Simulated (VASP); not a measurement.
# Se (P3_121) in VASP: a series of runs

One crystal, Se, is run at these levels: PBE+D3(BJ), PBE, rev-vdW-DF2; tasks: relaxation of cell and atoms.

Program: VASP 6.6.1. These are calculated values, not measurements. Logs are shortened: lines on timing, memory, paths and dates and some standing lists are left out, and cuts for length are marked.

### Step 1. The structure

It takes space group P3_121 (No. 152, trigonal). Conventional cell: a = 4.065 Å, b = 4.065 Å, c = 5.134 Å, α = 90.00°, β = 90.00°, γ = 120.00°. Se (site symmetry 2) has 2 Se at 2.44 Å as nearest neighbours.

### Step 2. Relaxation of cell and atoms, PBE+D3(BJ)

INCAR

```
  ALGO = Normal
  EDIFF = 1E-7
  EDIFFG = -0.005
  ENCUT = 600
  GGA = PE
  IBRION = 2
  ISIF = 3
  ISMEAR = 0
  IVDW = 12
  KPAR = 2
  LASPH = T
  LCHARG = F
  LREAL = F
  LWAVE = F
  NELM = 80
  NSW = 90
  PREC = Accurate
  SIGMA = 0.03
```

KPOINTS

```
k-points
0
Gamma
  9 9 6
```

POSCAR

```
Se                                      
1.0
    4.0646724176     -0.0000000000     -0.0000000000
   -2.0323362088      3.5201095717     -0.0000000000
    0.0000000000     -0.0000000000      5.1336898583
  Se            
     3
Direct
     0.2477491666456886    0.0000000000000000    0.3333333332999970
     0.0000000000000001    0.2477491666456885    0.6666666667000030
     0.7522508333543115    0.7522508333543114    0.0000000000000000
```

Potentials or basis: VASP PAW PBE potentials, release 64 (Se).

The run is started by

```console
> cat potpaw_PBE.64/Se/POTCAR > POTCAR
> mpirun -np 2 vasp_std > vasp.out
```

OUTCAR:

```text
EDIFF = 1E-7
   EDIFFG = -0.005
   ENCUT = 600
   GGA = PE
   IBRION = 2
   ISIF = 3
   ISMEAR = 0
   IVDW = 12
   LASPH = T
   LREAL = F
   NELM = 80
   NSW = 90
   PREC = Accurate
 IVDW          = 12

 ion  position               nearest neighbor table
   1  0.248  0.000  0.333-   3 2.44   2 2.44
   2  0.000  0.248  0.667-   3 2.44   1 2.44
   3  0.752  0.752  0.000-   2 2.44   1 2.44

  LATTYP: Found a hexagonal cell.
 ALAT       =     4.0646724176
 C/A-ratio  =     1.2630021145

  Lattice vectors:

 A1 = (   4.0646724176,   0.0000000000,   0.0000000000)
 A2 = (  -2.0323362088,   3.5201095717,   0.0000000000)
 A3 = (   0.0000000000,   0.0000000000,   5.1336898583)

Analysis of symmetry for initial positions (statically):
=====================================================================
 Subroutine PRICEL returns:
 Original cell was already a primitive cell.

 Routine SETGRP: Setting up the symmetry group for a
 hexagonal supercell.

 Subroutine GETGRP returns: Found  6 space group operations
 (whereof  2 operations were pure point group operations)
 out of a pool of 24 trial point group operations.

The static configuration has the point symmetry C_2 .
 The point group associated with its full space group is D_3 .

Analysis of symmetry for dynamics (positions and initial velocities):
=====================================================================
 Subroutine PRICEL returns:
 Original cell was already a primitive cell.

 Routine SETGRP: Setting up the symmetry group for a
 hexagonal supercell.

 Subroutine GETGRP returns: Found  6 space group operations
 (whereof  2 operations were pure point group operations)
 out of a pool of 24 trial point group operations.

The dynamic configuration has the point symmetry C_2 .
 The point group associated with its full space group is D_3 .

 Subroutine INISYM returns: Found  6 space group operations
 (whereof  2 operations are pure point group operations),
 and found     1 'primitive' translations

----------------------------------------------------------------------------------------

                                     Primitive cell

  volume of cell :      73.4533

  direct lattice vectors                    reciprocal lattice vectors
     4.064672418  0.000000000  0.000000000     0.246022286  0.142041033  0.000000000
    -2.032336209  3.520109572  0.000000000     0.000000000  0.284082066  0.000000000
     0.000000000  0.000000000  5.133689858     0.000000000  0.000000000  0.194791666

  length of vectors
     4.064672418  4.064672418  5.133689858     0.284082066  0.284082066  0.194791666

  position of ions in fractional coordinates (direct lattice)
     0.247749167  0.000000000  0.333333333
     1.000000000  0.247749167  0.666666667
     0.752250833  0.752250833  0.000000000

  ion indices of the primitive-cell ions
   primitive index   ion index
                 1           1
                 2           2
                 3           3

----------------------------------------------------------------------------------------

 KPOINTS: k-points

Automatic generation of k-mesh.
 Grid dimensions read from file:
 generate k-points for:    9    9    6

 Generating k-lattice:

  Cartesian coordinates                     Fractional coordinates (reciprocal lattice)
     0.027335810  0.015782337  0.000000000     0.111111111 -0.000000000  0.000000000
     0.000000000  0.031564674  0.000000000     0.000000000  0.111111111  0.000000000
     0.000000000  0.000000000  0.032465278     0.000000000  0.000000000  0.166666667

  Length of vectors
     0.031564674  0.031564674  0.032465278

  Shift w.r.t. Gamma in fractional coordinates (k-lattice)
     0.000000000  0.000000000  0.000000000

 Subroutine IBZKPT returns following result:
 ===========================================

 Found     62 irreducible k-points:

 Following reciprocal coordinates:
            Coordinates               Weight
  0.000000  0.000000  0.000000      1.000000
  0.111111 -0.000000  0.000000      6.000000
  0.222222 -0.000000  0.000000      6.000000
  0.333333 -0.000000  0.000000      6.000000
  0.444444 -0.000000  0.000000      6.000000
  0.111111  0.111111  0.000000      6.000000
[... 16 lines left out ...]
  0.222222  0.111111  0.166667     12.000000
 -0.111111  0.333333  0.166667     12.000000
 [... further k-points ...]
   k-points           NKPTS =     62   k-points in BZ     NKDIM =     62   number of bands    NBANDS=     13
   number of dos      NEDOS =    301   number of ions     NIONS =      3
   total plane-waves  NPLWV =  43008
   dimension x,y,z NGX =    32 NGY =   32 NGZ =   42
   dimension x,y,z NGXF=    64 NGYF=   64 NGZF=   84
   ions per type =               3
   NGX,Y,Z   is equivalent  to a cutoff of  13.09, 13.09, 13.60 a.u.
   NGXF,Y,Z  is equivalent  to a cutoff of  26.18, 26.18, 27.20 a.u.
 SYSTEM =  unknown system
   PREC   = accura    normal or accurate (medium, high low for compatibility)
   ISTART =      0    job   : 0-new  1-cont  2-samecut
   ICHARG =      2    charge: 1-file 2-atom 10-const
   ISPIN  =      1    spin polarized calculation?
   LNONCOLLINEAR =      F non collinear calculations
   LSORBIT =      F    spin-orbit coupling
   LASPH  =      T    aspherical Exc in radial PAW
   ENCUT  =  600.0 eV  44.10 Ry    6.64 a.u.   8.12  8.12 10.25*2*pi/ulx,y,z
   NELM   =     80;   NELMIN=  2; NELMDL= -5     # of ELM steps
   EDIFF  = 0.1E-06   stopping-criterion for ELM
   LREAL  =      F    real-space projection
   EDIFFG = -.5E-02   stopping-criterion for IOM
   NSW    =     90    number of steps for IOM
   IBRION =      2    ionic relax: 0-MD 1-quasi-New 2-CG
   NFREE  =      1    steps in history (QN), initial steepest desc. (CG)
   ISIF   =      3    stress and relaxation
   ISYM   =      2    0-nonsym 1-usesym 2-fastsym
   POTIM  = 0.5000    time-step for ionic-motion
   TEBEG  =    0.0;   TEEND  =   0.0 temperature during run
   PSTRESS=    0.0 pullay stress
   NELECT =      18.0000    total number of electrons
   NUPDOWN=      -1.0000    fix difference up-down
   EMIN   =  10.00;   EMAX   =-10.00  energy-range for DOS
   EFERMI =   0.00;   METHOD = LEGACY
   ISMEAR =     0;   SIGMA  =   0.03  broadening in eV -4-tet -1-fermi 0-gaus
   EFERMI_NEDOS =   21; number of points for ismear=-14 and -15
   IALGO  =     38    algorithm
   IMIX   =      4    mixing-type and parameters
     AMIX     =   0.40;   BMIX     =  1.00
     AMIX_MAG =   1.60;   BMIX_MAG =  1.00
  volume/ion in A,a.u.               =      24.48       165.23
  Fermi-wavevector in a.u.,A,eV,Ry     =   1.024460  1.935950 14.279577  1.049519
  Thomas-Fermi vector in A             =   2.158249
   LORBIT       =      0    0 simple, 1 ext, 2 COOP (PROOUT), +10 PAW based schemes
   GGA     = PE    functional components
   LHFCALC =     F    Hartree Fock is set to
   AEXX    =    0.0000 exact exchange contribution
   IVDW    =    12    specifies the selected vdW correction
   LEPSILON=     F    determine dielectric tensor
   LRPA    =     F    only Hartree local field effects (RPA)
 conjugate gradient relaxation of ions
 non-spin polarized calculation
 Gauss-broadening in eV      SIGMA  =   0.03
  energy-cutoff  :      600.00
  volume of cell :       73.45
 maximum number of plane-waves:      2484
   NGX = 17   NGY = 17   NGZ = 21

 number of electron      18.0000002 magnetization

 Free energy of the ion-electron system (eV)
  ---------------------------------------------------
  ext. energy  EPLUGINS =         0.00000000
  ---------------------------------------------------
  free energy    TOTEN  =       -10.42295574 eV

  energy without entropy =      -10.42295574  energy(sigma->0) =      -10.42295574

 E-fermi :   3.8061     XC(G=0):  -9.4363

 val. band max:        3.6790758457   @ k =   0.3333   0.3333   0.5000
 cond. band min:       4.1933193568   @ k =   0.3333   0.3333   0.5000
 fundamental gap:      0.5142435111
 Fermi energy:         3.8060841266

 k-point     1 :       0.0000    0.0000    0.0000
  band No.  band energies     occupation
      1     -12.2623      2.00000
      2      -8.2283      2.00000
      3      -8.2283      2.00000
      4       0.0582      2.00000
      5       0.2554      2.00000
      6       0.2554      2.00000
      7       1.8254      2.00000
      8       1.8254      2.00000
      9       3.1565      2.00000
     10       5.1483      0.00000
     11       5.1483      0.00000
     12       5.7462      0.00000
     13      10.0985      0.00000

 k-point     2 :       0.1111   -0.0000    0.0000
  band No.  band energies     occupation
      1     -12.1809      2.00000
      2      -8.2668      2.00000
      3      -8.2093      2.00000
      4      -0.5545      2.00000
      5      -0.0802      2.00000
      6       0.2650      2.00000
      7       1.9623      2.00000
      8       2.2940      2.00000
      9       3.1201      2.00000
     10       4.9830      0.00000
     11       5.1299      0.00000
     12       5.7522      0.00000
     13       9.9635      0.00000

 k-point     3 :       0.2222   -0.0000    0.0000
  band No.  band energies     occupation
      1     -11.9531      2.00000
      2      -8.4052      2.00000
      3      -8.1590      2.00000
      4      -1.3035      2.00000
      5      -0.5839      2.00000
      6       0.0203      2.00000
      7       2.0375      2.00000
      8       2.4012      2.00000
      9       2.8551      2.00000
     10       5.1032      0.00000
     11       5.2486      0.00000
     12       6.0262      0.00000
     13       9.2928      0.00000

 k-point     4 :       0.3333   -0.0000    0.0000
  band No.  band energies     occupation
      1     -11.6397      2.00000
      2      -8.6540      2.00000
      3      -8.0980      2.00000
      4      -1.7011      2.00000
      5      -0.9911      2.00000
      6      -0.1982      2.00000
      7       1.2154      2.00000
      8       2.2995      2.00000
      9       2.7780      2.00000
     10       5.1619      0.00000
     11       5.3841      0.00000
     12       6.9833      0.00000
     13       8.5982      0.00000

 k-point     5 :       0.4444   -0.0000    0.0000
  band No.  band energies     occupation
      1     -11.3822      2.00000
      2      -8.8921      2.00000
      3      -8.0559      2.00000
      4      -1.7780      2.00000
      5      -1.2169      2.00000
      6      -0.1736      2.00000
      7       0.3593      2.00000
      8       2.2418      2.00000
      9       2.7234      2.00000
     10       5.1612      0.00000
     11       5.4065      0.00000
     12       7.8119      0.00000
     13       8.2112      0.00000
[... 257 lines left out ...]
 k-point    22 :       0.1111    0.1111    0.1667
  band No.  band energies     occupation
      1     -11.9050      2.00000
      2      -9.2642      2.00000
      3      -7.3159      2.00000
      4      -1.0134      2.00000
      5      -0.6771      2.00000
      6       0.3524      2.00000
      7       1.8284      2.00000
      8       2.2329      2.00000
      9       2.9742      2.00000
     10       5.0142      0.00000
     11       5.4461      0.00000
     12       5.8211      0.00000
     13       9.4899      0.00000

 k-point    23 :       0.2222    0.1111    0.1667
  band No.  band energies     occupation
      1     -11.6392      2.00000
      2      -9.1842      2.00000
      3      -7.6033      2.00000
      4      -1.4340      2.00000
      5      -0.9650      2.00000
      6       0.2364      2.00000
      7       0.9868      2.00000
      8       1.8664      2.00000
      9       2.9902      2.00000
     10       5.1724      0.00000
     11       5.9262      0.00000
     12       6.7565      0.00000
     13       9.5646      0.00000

 k-point    24 :      -0.1111    0.3333    0.1667
  band No.  band energies     occupation
      1     -11.6342      2.00000
      2      -9.2357      2.00000
      3      -7.5136      2.00000
      4      -1.6346      2.00000
      5      -1.1270      2.00000
      6       0.0630      2.00000
      7       1.5415      2.00000
      8       2.3176      2.00000
      9       3.0382      2.00000
     10       5.0291      0.00000
     11       5.7411      0.00000
     12       6.0908      0.00000
     13       9.0004      0.00000

 [... further k-points ...]

------------------------ aborting loop because EDIFF is reached ----------------------------------------

 Edisp (eV)   -1.06919

 E8    (eV) :    -0.4418

  FORCE on cell =-STRESS in cart. coord.  units (eV):
  Direction    XX          YY          ZZ          XY          YZ          ZX
  --------------------------------------------------------------------------------------
  -------------------------------------------------------------------------------------
  Total       0.00551     0.00551     0.00027     0.00000     0.00000    -0.00000
  in kB       0.12027     0.12027     0.00579     0.00000     0.00000    -0.00000
  external pressure =        0.08 kB  Pullay stress =        0.00 kB

 VOLUME and BASIS-vectors are now :
 -----------------------------------------------------------------------------
  energy-cutoff  :      600.00
  volume of cell :       73.45
      direct lattice vectors                 reciprocal lattice vectors
     4.064672418  0.000000000  0.000000000     0.246022286  0.142041033  0.000000000
    -2.032336209  3.520109572  0.000000000     0.000000000  0.284082066  0.000000000
     0.000000000  0.000000000  5.133689858     0.000000000  0.000000000  0.194791666

 POSITION                                       TOTAL-FORCE (eV/Angst)
 -----------------------------------------------------------------------------------
      1.00702      0.00000      1.71123         0.002660      0.000000      0.000000
     -0.50351      0.87210      3.42246        -0.001330      0.002303     -0.000000
      1.52883      2.64801      0.00000        -0.001330     -0.002303     -0.000000
 -----------------------------------------------------------------------------------
    total drift:                                0.000000     -0.000000      0.000000

  FREE ENERGIE OF THE ION-ELECTRON SYSTEM (eV)
  ---------------------------------------------------
  free  energy   TOTEN  =       -11.4921458653 eV

  energy  without entropy=      -11.4921458653  energy(sigma->0) =      -11.49214587

 reached required accuracy - stopping structural energy minimisation
```

It took 24 s on 2 MPI ranks of Intel Xeon Platinum 8488C (Sapphire Rapids), shared host; peak memory 0.22 GiB.

Results:

```
Free energy                : -11.4921 eV
Pressure after relaxing    : 0.0 GPa
Band gap on the k mesh     : 0.51 eV, direct
Dispersion energy per atom : -0.356 eV
```

Forces on the atoms (eV/Å):
```
Se   0.003  0.000  0.000
Se  -0.001  0.002  0.000
Se  -0.001 -0.002  0.000
```

Final structure:
```yaml
crystal:
  lattice:
    - [4.06467, 0.00000, 0.00000]
    - [-2.03234, 3.52011, 0.00000]
    - [0.00000, 0.00000, 5.13369]
  atoms:
    - { symbol: Se, position: [0.24775, 0.00000, 0.33333] }
    - { symbol: Se, position: [0.00000, 0.24775, 0.66667] }
    - { symbol: Se, position: [0.75225, 0.75225, 0.00000] }
```

Caveat: the relaxation stopped at its first step, so nothing moved; an odd mesh through Γ misses points on the zone boundary, where band edges often lie.

### Step 3. Relaxation of cell and atoms, PBE

This run uses another cell than the first one, of 27.26 Å³/atom, 1.113 times its volume.

INCAR

```
PREC = Accurate ; ENCUT = 600
EDIFF = 1E-6 ; ISMEAR = 0
SIGMA = 0.03 ; LREAL = False
LASPH = True ; NELM = 80
ALGO = Normal ; ISIF = 3
LWAVE = False ; LCHARG = False
GGA = PE ; IBRION = 2
NSW = 90 ; EDIFFG = -0.01
```

KPOINTS

```
regular mesh
0
Gamma
  9 9 6
```

POSCAR

```
Se
1.0
    4.3662000000      0.0000000000      0.0000000000
   -2.1831000000      3.7812401180      0.0000000000
    0.0000000000      0.0000000000      4.9536000000
Se
3
Direct
    0.2254000000      0.0000000000      0.3333333333
    0.0000000000      0.2254000000      0.6666666667
    0.7746000000      0.7746000000      0.0000000000
```

Potentials or basis: VASP PAW PBE potentials, release 64 (Se).

The run is started by

```console
> cat potpaw_PBE.64/Se/POTCAR > POTCAR
> mpirun -np 1 vasp_std > vasp.out
```

Wall time 3 min (1 thread of Intel Xeon 6975P-C (Granite Rapids), shared host); peak memory 0.27 GiB.

The run converged. Its results:

* Free energy: -10.5107 eV
* Relaxed volume: 29.81 Å³/atom
* Relaxed cell: a = 4.523 Å, b = 4.523 Å, c = 5.047 Å, α = 90.00°, β = 90.00°, γ = 120.00°
* Space group after relaxing (to 0.05 Å): P3_121 (No. 152)
* Energy gained by relaxing: 13.6 meV/atom
* Ionic steps: 15
* Pressure after relaxing: 0.0 GPa
* Band gap on the k mesh: 1.03 eV, indirect (least direct gap 1.24 eV)

Step by step:
| step | energy change (eV) | largest force (eV/Å) | pressure (GPa) | volume (Å³) |
| --- | --- | --- | --- | --- |
| 1 | 0.0000 | 0.4337 | 2.91 | 81.78 |
| 2 | -0.0048 | 0.5160 | -2.12 | 87.77 |
| 3 | -0.0350 | 0.0942 | 0.11 | 84.78 |
| 4 | -0.0350 | 0.0850 | 0.15 | 84.72 |
| 5 | -0.0363 | 0.0652 | 0.13 | 85.00 |
| 6 | -0.0378 | 0.0064 | 0.09 | 85.80 |
| 7 | -0.0383 | 0.0174 | 0.02 | 86.19 |
| 8 | -0.0392 | 0.0509 | -0.18 | 87.33 |
| 9 | -0.0389 | 0.1144 | -0.51 | 89.64 |
| 10 | -0.0394 | 0.0758 | -0.33 | 88.30 |
| 11 | -0.0396 | 0.0722 | -0.30 | 88.36 |
| 12 | -0.0399 | 0.0595 | -0.25 | 88.55 |
| 13 | -0.0404 | 0.0341 | -0.15 | 88.93 |
| 14 | -0.0406 | 0.0203 | 0.09 | 89.69 |
| 15 | -0.0407 | 0.0001 | 0.00 | 89.42 |

Final structure:
```
Se
1.0
     4.52328    0.00000    0.00000
    -2.26164    3.91727    0.00000
     0.00000    0.00000    5.04665
Se
3
Direct
  0.21902 0.00000 0.33333
  0.00000 0.21902 0.66667
  0.78098 0.78098 0.00000
```

Levels at points of the mesh, in eV from the valence-band top:
```csv
k point,band 5,band 6,band 7,band 8,band 9,band 10,band 11,band 12,band 13
"(0.00, 0.00, 0.00)",-3.71,-3.41,-1.83,-1.83,-0.30,1.93,1.93,2.30,5.90
"(0.00, 0.00, 0.50)",-3.21,-3.21,-1.31,-1.31,-0.94,1.35,1.39,1.39,6.52
```

Caveat: an odd mesh through Γ misses points on the zone boundary, where band edges often lie. PBE usually gives volumes a little too large and moduli too small.

### Step 4. Relaxation of cell and atoms, PBE

This run uses another cell than the first one, of 29.81 Å³/atom, 1.217 times its volume.

INCAR

```
PREC = Accurate ; ENCUT = 600
EDIFF = 1E-7 ; ISMEAR = 0
SIGMA = 0.03 ; LREAL = False
LASPH = True ; NELM = 80
ALGO = Normal ; ISIF = 3
LWAVE = False ; LCHARG = False
GGA = PE ; IBRION = 2
NSW = 90 ; EDIFFG = -0.005
```

KPOINTS is that of step 3.

POSCAR

```
Se                                      
1.0
    4.5232764446      0.0000000000      0.0000000000
   -2.2616382223      3.9172723093     -0.0000000000
   -0.0000000000      0.0000000000      5.0466508214
  Se            
     3
Direct
     0.2190247648645036    0.0000000000000000    0.3333333332999970
     0.0000000000000000    0.2190247648645035    0.6666666667000030
     0.7809752351354965    0.7809752351354966    0.0000000000000000
```

The run is started by

```console
> cat potpaw_PBE.64/Se/POTCAR > POTCAR
> mpirun -np 1 vasp_std > vasp.out
```

It took 24 s on 1 thread of Intel Xeon 6975P-C (Granite Rapids), shared host; peak memory 0.25 GiB.

It converged, with:

* Free energy: -10.5110 eV
* Pressure after relaxing: 0.0 GPa
* Band gap on the k mesh: 1.03 eV, indirect (least direct gap 1.24 eV)

Final structure:
```xyz
3
Lattice="4.5233 0.0000 0.0000 -2.2616 3.9173 0.0000 0.0000 0.0000 5.0467" Properties=species:S:1:pos:R:3 pbc="T T T"
Se    0.9907    0.0000    1.6822
Se   -0.4954    0.8580    3.3644
Se    1.7663    3.0593    0.0000
```

Levels at points of the mesh, in eV from the valence-band top:
| k point | band 5 | band 6 | band 7 | band 8 | band 9 | band 10 | band 11 | band 12 | band 13 |
| --- | --- | --- | --- | --- | --- | --- | --- | --- | --- |
| (0.00, 0.00, 0.00) | -3.71 | -3.41 | -1.83 | -1.83 | -0.30 | 1.93 | 1.93 | 2.30 | 5.90 |
| (0.00, 0.00, 0.50) | -3.21 | -3.21 | -1.31 | -1.31 | -0.94 | 1.35 | 1.39 | 1.39 | 6.52 |

Caveat: the relaxation stopped at its first step, so nothing moved; an odd mesh through Γ misses points on the zone boundary, where band edges often lie. A hybrid or GW would open this gap; PBE tends to underestimate it.

(Continued in part 2 of 2.)
